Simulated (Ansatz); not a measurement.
# NaBr: response to strain

Start from NaBr in the rock salt structure (space group Fm-3m, No. 225).

```xyz
2
Lattice="0.0000 2.9738 2.9738 2.9738 0.0000 2.9738 2.9738 2.9738 0.0000" Properties=species:S:1:pos:R:3 pbc="T T T"
Br     0.0000     0.0000     0.0000
Na     2.9738     2.9738     2.9738
```

Cartesian axes are those of the cell as printed.

Strains are applied to the cell and any free atomic positions relax; under biaxial strain the out-of-plane vector relaxes too.

All numbers come from r2SCAN (Ansatz, a first-principles code), without spin-orbit coupling.

Notes on the quantities. energy relative to the base: free energy F; pressure: mean of the normal stresses, compression positive.

| variant | shortest interatomic distance | energy relative to the base | space group | band gap | pressure |
|---|---|---|---|---|---|
| base | 2.974 Å | 0 meV/atom | Fm-3m (No. 225) | 4.98 eV | 0.00 GPa |
| biaxial strain −4.38 %, plane normal [001], relaxed out of plane | 2.844 Å | +20 meV/atom | I4/mmm (No. 139) | 5.21 eV | 2.13 GPa |
| biaxial strain +2.76 %, plane normal [001], relaxed out of plane | 2.942 Å | +5.9 meV/atom | I4/mmm (No. 139) | 4.83 eV | -0.81 GPa |
| biaxial strain +4.73 %, plane normal [001], relaxed out of plane | 2.920 Å | +16 meV/atom | I4/mmm (No. 139) | 4.73 eV | -1.20 GPa |
| biaxial strain +1.59 %, plane normal [110], relaxed out of plane | 2.982 Å | +1.7 meV/atom | Immm (No. 71) | 4.86 eV | -0.44 GPa |
| biaxial strain +3.71 %, plane normal [111], relaxed out of plane | 3.018 Å | +8.2 meV/atom | R-3m (No. 166) | 4.66 eV | -0.85 GPa |
| isotropic strain +4.97 % | 3.122 Å | +34 meV/atom | Fm-3m (No. 225) | 4.55 eV | -2.31 GPa |
| uniaxial strain ε_xx = +1.05 % | 2.974 Å | +0.4 meV/atom | I4/mmm (No. 139) | 4.94 eV | -0.22 GPa |
| uniaxial strain ε_xx = +2.88 % | 2.974 Å | +2.8 meV/atom | I4/mmm (No. 139) | 4.88 eV | -0.55 GPa |
| tensor shear ε_xz = −3.73 % | 2.974 Å | +5.0 meV/atom | Immm (No. 71) | 4.79 eV | 0.03 GPa |

A biaxial case was relaxed in a doubled cell and then solved in the primitive one. Whether these cells are dynamically stable was not tested.
